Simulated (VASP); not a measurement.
# Ga2O3 (C2/m) in VASP: relaxation of cell and atoms with r2SCAN

Aim: the relaxation of cell and atoms of Ga2O3 with r2SCAN.

Program: VASP 6.6.1. These are calculated values, not measurements. Logs are shortened: lines on timing, memory, paths and dates and some standing lists are left out, and cuts for length are marked.

## 1. The crystal as given

It takes space group C2/m (No. 12, monoclinic). Conventional cell: a = 12.214 Å, b = 3.037 Å, c = 5.798 Å, α = 90.00°, β = 103.83°, γ = 90.00°. Around Ga (site symmetry m) lie 4 O at 1.83 to 1.86 Å. Ga (site symmetry m) has 6 O at 1.94 to 2.07 Å as nearest neighbours. O (site symmetry m) is surrounded by 3 Ga at 1.83 to 1.94 Å. Around O (site symmetry m) lie 4 Ga at 1.86 to 2.07 Å. Around O (site symmetry m) lie 3 Ga at 1.83 to 1.94 Å.

## 2. Relaxation of cell and atoms, r2SCAN

The input, INCAR:

```
SYSTEM = Ga2O3
PREC     = Accurate       ! precision mode
ENCUT    = 600            ! plane-wave cutoff, eV
EDIFF    = 1E-6           ! SCF threshold, eV
ISMEAR   = -1             ! smearing method
SIGMA    = 0.05           ! smearing width, eV
LREAL    = .False.        ! projectors in reciprocal space
LASPH    = .True.         ! aspherical terms in the spheres
NELM     = 60             ! most SCF steps
ALGO     = Normal         ! electronic algorithm
ISIF     = 3              ! what is computed and relaxed
LWAVE    = .False.        ! write WAVECAR
LCHARG   = .False.        ! write CHGCAR
METAGGA  = R2SCAN         ! meta-GGA
LMIXTAU  = .True.       
IBRION   = 2              ! ionic algorithm
NSW      = 60             ! ionic steps
EDIFFG   = -0.02          ! ionic threshold
KPAR     = 8
```

The input, KPOINTS:

```
Automatic mesh
0
Gamma
  4 4 4
  0 0 0
```

The input, POSCAR:

```
Ga2O3
1.0
    6.1070000000     -1.5185500000      0.0000000000
    6.1070000000      1.5185500000      0.0000000000
   -1.3859888959      0.0000000000      5.6300087380
Ga O
4 6
Direct
    0.0905000000      0.0905000000      0.7946000000
    0.9095000000      0.9095000000      0.2054000000
    0.6586600000      0.6586600000      0.3140200000
    0.3413400000      0.3413400000      0.6859800000
    0.1645000000      0.1645000000      0.1098000000
    0.8355000000      0.8355000000      0.8902000000
    0.1733000000      0.1733000000      0.5632000000
    0.8267000000      0.8267000000      0.4368000000
    0.4959000000      0.4959000000      0.2566000000
    0.5041000000      0.5041000000      0.7434000000
```

Potentials or basis: VASP PAW PBE potentials, release 64 (Ga_d, O).

Run with:

```sh
$ cat potpaw_PBE.64/Ga_d/POTCAR potpaw_PBE.64/O/POTCAR > POTCAR
$ mpirun -np 8 vasp_std > vasp.out
```

OUTCAR:

```text
SYSTEM = Ga2O3
   PREC = Accurate
   ENCUT = 600
   EDIFF = 1E-6
   ISMEAR = -1
   LREAL = .False.
   LASPH = .True.
   NELM = 60
   ISIF = 3
   METAGGA = R2SCAN
   IBRION = 2
   NSW = 60
   EDIFFG = -0.02

 ion  position               nearest neighbor table
   1  0.090  0.090  0.795-  10 1.83  10 1.83   5 1.83   7 1.86
   2  0.910  0.910  0.205-   9 1.83   9 1.83   6 1.83   8 1.86
   3  0.659  0.659  0.314-   9 1.94   5 1.94   5 1.94   8 2.01   7 2.07   7 2.07
   4  0.341  0.341  0.686-  10 1.94   6 1.94   6 1.94   7 2.01   8 2.07   8 2.07
   5  0.164  0.164  0.110-   1 1.83   3 1.94   3 1.94
   6  0.836  0.836  0.890-   2 1.83   4 1.94   4 1.94
   7  0.173  0.173  0.563-   1 1.86   4 2.01   3 2.07   3 2.07
   8  0.827  0.827  0.437-   2 1.86   3 2.01   4 2.07   4 2.07
   9  0.496  0.496  0.257-   2 1.83   2 1.83   3 1.94
  10  0.504  0.504  0.743-   1 1.83   1 1.83   4 1.94

  LATTYP: Found a base centered monoclinic cell.
 ALAT       =    12.2140000000
 B/A-ratio  =     0.2486572785
 C/A-ratio  =     0.4747093499
 COS(beta)  =    -0.2390419096

  Lattice vectors:

 A1 = (   6.1070000000,  -1.5185500000,   0.0000000000)
 A2 = (   6.1070000000,   1.5185500000,   0.0000000000)
 A3 = (  -1.3859888959,   0.0000000000,   5.6300087380)

Analysis of symmetry for initial positions (statically):
=====================================================================
 Subroutine PRICEL returns:
 Original cell was already a primitive cell.

 Routine SETGRP: Setting up the symmetry group for a
 base centered monoclinic supercell.

 Subroutine GETGRP returns: Found  4 space group operations
 (whereof  4 operations were pure point group operations)
 out of a pool of  4 trial point group operations.

The static configuration has the point symmetry C_2h.

Analysis of symmetry for dynamics (positions and initial velocities):
=====================================================================
 Subroutine PRICEL returns:
 Original cell was already a primitive cell.

 Routine SETGRP: Setting up the symmetry group for a
 base centered monoclinic supercell.

 Subroutine GETGRP returns: Found  4 space group operations
 (whereof  4 operations were pure point group operations)
 out of a pool of  4 trial point group operations.

The dynamic configuration has the point symmetry C_2h.

 Subroutine INISYM returns: Found  4 space group operations
 (whereof  4 operations are pure point group operations),
 and found     1 'primitive' translations

----------------------------------------------------------------------------------------

                                     Primitive cell

  volume of cell :     104.4230

  direct lattice vectors                    reciprocal lattice vectors
     6.107000000 -1.518550000  0.000000000     0.081873260 -0.329261467  0.020155462
     6.107000000  1.518550000  0.000000000     0.081873260  0.329261467  0.020155462
    -1.385988896  0.000000000  5.630008738     0.000000000  0.000000000  0.177619618

  length of vectors
     6.292967750  6.292967750  5.798100000     0.339886138  0.339886138  0.177619618

  position of ions in fractional coordinates (direct lattice)
     0.090500000  0.090500000  0.794600000
     0.909500000  0.909500000  0.205400000
     0.658660000  0.658660000  0.314020000
     0.341340000  0.341340000  0.685980000
     0.164500000  0.164500000  0.109800000
     0.835500000  0.835500000  0.890200000
     0.173300000  0.173300000  0.563200000
     0.826700000  0.826700000  0.436800000
     0.495900000  0.495900000  0.256600000
     0.504100000  0.504100000  0.743400000

  ion indices of the primitive-cell ions
   primitive index   ion index
                 1           1
                 2           2
                 3           3
                 4           4
                 5           5
                 6           6
                 7           7
                 8           8
                 9           9
                10          10

----------------------------------------------------------------------------------------

 KPOINTS: Automatic mesh

Automatic generation of k-mesh.
 Grid dimensions read from file:
 generate k-points for:    4    4    4

 Generating k-lattice:

  Cartesian coordinates                     Fractional coordinates (reciprocal lattice)
     0.020468315 -0.082315367  0.005038866     0.250000000  0.000000000  0.000000000
     0.020468315  0.082315367  0.005038866     0.000000000  0.250000000  0.000000000
     0.000000000  0.000000000  0.044404904     0.000000000  0.000000000  0.250000000

  Length of vectors
     0.084971534  0.084971534  0.044404904

  Shift w.r.t. Gamma in fractional coordinates (k-lattice)
     0.000000000  0.000000000  0.000000000

 Subroutine IBZKPT returns following result:
 ===========================================

 Found     24 irreducible k-points:

 Following reciprocal coordinates:
            Coordinates               Weight
  0.000000  0.000000  0.000000      1.000000
  0.250000  0.000000  0.000000      4.000000
  0.500000  0.000000  0.000000      2.000000
  0.250000  0.250000  0.000000      2.000000
  0.500000  0.250000  0.000000      4.000000
 -0.250000  0.250000  0.000000      2.000000
[... 16 lines left out ...]
 -0.250000  0.250000  0.500000      2.000000
  0.500000  0.500000  0.500000      1.000000
   k-points           NKPTS =     24   k-points in BZ     NKDIM =     24   number of bands    NBANDS=     52
   number of dos      NEDOS =    301   number of ions     NIONS =     10
   total plane-waves  NPLWV = 120000
   dimension x,y,z NGX =    50 NGY =   50 NGZ =   48
   dimension x,y,z NGXF=   100 NGYF=  100 NGZF=   96
   ions per type =               4   6
   NGX,Y,Z   is equivalent  to a cutoff of  13.21, 13.21, 13.76 a.u.
   NGXF,Y,Z  is equivalent  to a cutoff of  26.42, 26.42, 27.53 a.u.
 SYSTEM =  Ga2O3
   PREC   = accura    normal or accurate (medium, high low for compatibility)
   ISTART =      0    job   : 0-new  1-cont  2-samecut
   ICHARG =      2    charge: 1-file 2-atom 10-const
   ISPIN  =      1    spin polarized calculation?
   LNONCOLLINEAR =      F non collinear calculations
   LSORBIT =      F    spin-orbit coupling
   LASPH  =      T    aspherical Exc in radial PAW
   ENCUT  =  600.0 eV  44.10 Ry    6.64 a.u.  12.57 12.57 11.58*2*pi/ulx,y,z
   NELM   =     60;   NELMIN=  2; NELMDL= -5     # of ELM steps
   EDIFF  = 0.1E-05   stopping-criterion for ELM
   LREAL  =      F    real-space projection
   EDIFFG = -.2E-01   stopping-criterion for IOM
   NSW    =     60    number of steps for IOM
   IBRION =      2    ionic relax: 0-MD 1-quasi-New 2-CG
   NFREE  =      1    steps in history (QN), initial steepest desc. (CG)
   ISIF   =      3    stress and relaxation
   ISYM   =      2    0-nonsym 1-usesym 2-fastsym
   POTIM  = 0.5000    time-step for ionic-motion
   TEBEG  =    0.0;   TEEND  =   0.0 temperature during run
   PSTRESS=    0.0 pullay stress
   NELECT =      88.0000    total number of electrons
   NUPDOWN=      -1.0000    fix difference up-down
   EMIN   =  10.00;   EMAX   =-10.00  energy-range for DOS
   EFERMI =   0.00;   METHOD = LEGACY
   ISMEAR =    -1;   SIGMA  =   0.05  broadening in eV -4-tet -1-fermi 0-gaus
   EFERMI_NEDOS =   21; number of points for ismear=-14 and -15
   IALGO  =     38    algorithm
   IMIX   =      4    mixing-type and parameters
     AMIX     =   0.40;   BMIX     =  1.00
     AMIX_MAG =   1.60;   BMIX_MAG =  1.00
  volume/ion in A,a.u.               =      10.44        70.47
  Fermi-wavevector in a.u.,A,eV,Ry     =   1.546335  2.922150 32.533613  2.391153
  Thomas-Fermi vector in A             =   2.651586
   LORBIT       =      0    0 simple, 1 ext, 2 COOP (PROOUT), +10 PAW based schemes
   METAGGA = R2SCAN    functional components
   LHFCALC =     F    Hartree Fock is set to
   AEXX    =    0.0000 exact exchange contribution
   IVDW    =     0    specifies the selected vdW correction
   LEPSILON=     F    determine dielectric tensor
   LRPA    =     F    only Hartree local field effects (RPA)
 conjugate gradient relaxation of ions
 non-spin polarized calculation
  energy-cutoff  :      600.00
  volume of cell :      104.42
 maximum number of plane-waves:      3506
   NGX = 25   NGY = 25   NGZ = 23

--------------------------------------- Ionic step        1  -------------------------------------------

 number of electron      88.0000002 magnetization

 Free energy of the ion-electron system (eV)
  ---------------------------------------------------
  ext. energy  EPLUGINS =         0.00000000
  ---------------------------------------------------
  free energy    TOTEN  =      -102.43913763 eV

  energy without entropy =     -102.43913763  energy(sigma->0) =     -102.43913763

------------------------ aborting loop because EDIFF is reached ----------------------------------------

  FORCE on cell =-STRESS in cart. coord.  units (eV):
  Direction    XX          YY          ZZ          XY          YZ          ZX
  --------------------------------------------------------------------------------------
  -------------------------------------------------------------------------------------
  Total        1.7452385      2.1471827      1.6558998      0.0000000      0.0000000     -0.0346271
  in kB       26.7774536     32.9445448     25.4067169      0.0000000      0.0000000     -0.5312881
  external PRESSURE =      28.3762384 kB  Pullay stress =       0.0000000 kB
[... 249 lines left out ...]
  energy  without entropy=     -102.4520921698  energy(sigma->0) =     -102.45209217

--------------------------------------- Ionic step        7  -------------------------------------------

 number of electron      88.0000002 magnetization

 Free energy of the ion-electron system (eV)
  ---------------------------------------------------
  ext. energy  EPLUGINS =         0.00000000
  ---------------------------------------------------
  free energy    TOTEN  =      -102.45218641 eV

  energy without entropy =     -102.45218641  energy(sigma->0) =     -102.45218641

 E-fermi :   4.4197     XC(G=0): -12.4728

 val. band max:        3.3353366529   @ k =   0.5000   0.5000   0.5000
 cond. band min:       6.2794137991   @ k =   0.0000   0.0000   0.0000
 fundamental gap:      2.9440771462
 Fermi energy:         4.4196699294

 k-point     1 :       0.0000    0.0000    0.0000
  band No.  band energies     occupation
      1     -16.4427      2.00000
      2     -15.2977      2.00000
      3     -15.2857      2.00000
      4     -15.1603      2.00000
      5     -14.7186      2.00000
      6     -14.6900      2.00000
[... 1346 lines left out ...]
  FREE ENERGIE OF THE ION-ELECTRON SYSTEM (eV)
  ---------------------------------------------------
  free  energy   TOTEN  =      -102.4521864145 eV

  energy  without entropy=     -102.4521864144  energy(sigma->0) =     -102.45218641

 reached required accuracy - stopping structural energy minimisation
```

Run time: 12 min. Hardware: 8 MPI ranks of Intel Xeon 6975P-C (Granite Rapids), shared host; peak memory 0.47 GiB.

Results:

```yaml
Free_energy: -102.4522 eV
Relaxed_volume: 10.58 Å³/atom
Relaxed_cell: a = 6.320 Å, b = 6.320 Å, c = 5.824 Å, α = 103.43°, β = 103.43°, γ = 27.92°
Space_group_after_relaxing_to_0.05_Å: C2/m (No. 12)
Energy_gained_by_relaxing: 1.3 meV/atom
Ionic_steps: 7
Pressure_after_relaxing: 0.0 GPa
Largest_force_after_relaxing: 0.012 eV/Å
Band_gap_on_the_k_mesh: 2.94 eV, indirect (least direct gap 2.97 eV)
```

Forces in eV/Å, atoms in the order of the input:
```
Ga   0.005  0.000  0.008
Ga  -0.005  0.000 -0.008
Ga  -0.006  0.000  0.000
Ga   0.006  0.000  0.000
O    0.004  0.000  0.011
O   -0.004  0.000 -0.011
O   -0.007  0.000  0.006
O    0.007  0.000 -0.006
O    0.000  0.000 -0.007
O    0.000  0.000  0.007
```

The path:
```csv
step,energy change (eV),largest force (eV/Å),pressure (GPa),volume (Å³)
1,0.0000,0.1760,2.84,104.42
2,0.0049,0.1972,-3.04,107.24
3,-0.0128,0.0312,0.06,105.69
4,-0.0128,0.0313,0.01,105.72
5,-0.0129,0.0372,-0.06,105.76
6,-0.0130,0.0248,-0.01,105.75
7,-0.0130,0.0121,-0.04,105.75
```

Final structure:
```
Ga O
1.0
     6.13376   -1.52451   -0.00087
     6.13376    1.52451   -0.00087
    -1.39287    0.00000    5.65484
Ga O
4 6
Direct
  0.09080 0.09080 0.79501
  0.90920 0.90920 0.20499
  0.65871 0.65871 0.31475
  0.34129 0.34129 0.68525
  0.16457 0.16457 0.10948
  0.83543 0.83543 0.89052
  0.17332 0.17332 0.56292
  0.82668 0.82668 0.43708
  0.49624 0.49624 0.25636
  0.50376 0.50376 0.74364
```

Levels at points of the mesh, in eV from the valence-band top:
| k point | band 41 | band 42 | band 43 | band 44 | band 45 | band 46 | band 47 | band 48 |
| --- | --- | --- | --- | --- | --- | --- | --- | --- |
| (0.00, 0.00, 0.00) | -0.67 | -0.48 | -0.27 | -0.02 | 2.94 | 6.31 | 7.39 | 7.46 |
| (0.50, 0.00, 0.00) | -0.75 | -0.71 | -0.45 | -0.14 | 6.30 | 7.20 | 7.90 | 8.20 |
| (0.50, 0.50, 0.00) | -0.68 | -0.65 | -0.41 | -0.16 | 5.10 | 5.37 | 6.49 | 7.27 |
| (0.00, 0.00, 0.50) | -0.65 | -0.65 | -0.47 | -0.29 | 5.33 | 5.45 | 7.40 | 7.92 |
| (0.50, 0.00, 0.50) | -1.12 | -1.05 | -0.72 | -0.65 | 7.58 | 7.63 | 8.51 | 8.70 |
| (0.50, 0.50, 0.50) | -0.62 | -0.59 | -0.59 | 0.00 | 5.78 | 5.89 | 6.88 | 7.22 |

Caveat: the k mesh is coarse (spacing up to 0.53 Å⁻¹), so the values aren't converged; the PAW data sets were made with another functional, which shifts forces and pressure a little. r2SCAN opens gaps a little over a GGA but as a rule still falls short of measured ones.
